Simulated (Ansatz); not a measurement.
Crystal: TaSi2.

```xyz
9
Lattice="4.7800 0.0000 0.0000 -2.3900 4.1396 0.0000 0.0000 0.0000 6.5640" Properties=species:S:1:pos:R:3 pbc="T T T"
Ta   -1.1950    2.0698    1.0940
Ta    1.1950    2.0698    5.4700
Ta    2.3900    0.0000    3.2820
Si    1.1949    0.6899    1.0940
Si   -1.1951    3.4497    5.4700
Si    2.3900    2.7599    3.2820
Si    1.1951    3.4497    1.0940
Si    3.5851    0.6899    5.4700
Si    0.0000    1.3797    3.2820
```

```yaml
Program: Ansatz 0.2.0
Task: relaxation of cell and atoms
Functional: PBEsol
Dispersion: D4
Potentials_or_basis: Ansatz PAW
Cutoff: "420 eV (not typed: the program's choice for these potentials)"
k_mesh: 7 × 7 × 4
Occupations: fermi-dirac, width 0.05 eV
Spin: no spin polarisation
```

At the start: volume 14.43 Å³/atom.

Task: How do energy, volume and symmetry change on relaxing?

Result: It ends after 5 steps and the volume is 14.11 Å³/atom (-2.2 %); space group P6_222 (No. 180, to 0.05 Å).

Step by step:
| step | energy change (eV) | largest force (eV/Å) | volume (Å³) |
| --- | --- | --- | --- |
| 1 | 0.0000 | 0.7444 | 129.88 |
| 2 | -0.1479 | 0.1994 | 125.27 |
| 3 | -0.1781 | 0.0032 | 127.39 |
| 4 | -0.1800 | 0.0087 | 126.97 |
| 5 | -0.1792 | 0.0088 | 126.97 |

Final structure:
```yaml
crystal:
  lattice:
    - [4.73367, 0.00000, 0.00000]
    - [-2.36684, 4.09948, 0.00000]
    - [0.00000, 0.00000, 6.54281]
  atoms:
    - { symbol: Ta, position: [0.00000, 0.50000, 0.16667] }
    - { symbol: Ta, position: [0.50000, 0.50000, 0.83333] }
    - { symbol: Ta, position: [0.50000, 0.00000, 0.50000] }
    - { symbol: Si, position: [0.31938, 0.15969, 0.16667] }
    - { symbol: Si, position: [0.15969, 0.84031, 0.83333] }
    - { symbol: Si, position: [0.84031, 0.68062, 0.50000] }
    - { symbol: Si, position: [0.68062, 0.84031, 0.16667] }
    - { symbol: Si, position: [0.84031, 0.15969, 0.83333] }
    - { symbol: Si, position: [0.15969, 0.31938, 0.50000] }
```

Caveat: the plane-wave basis is chosen anew once the cell has moved, so the energies of steps on either side of that aren't comparable; pairwise dispersion overbinds metals, which lowers pressure and volume; the PAW data sets come from PBE, with cores solved anew for the run's functional, which leaves a small shift of forces and pressure.
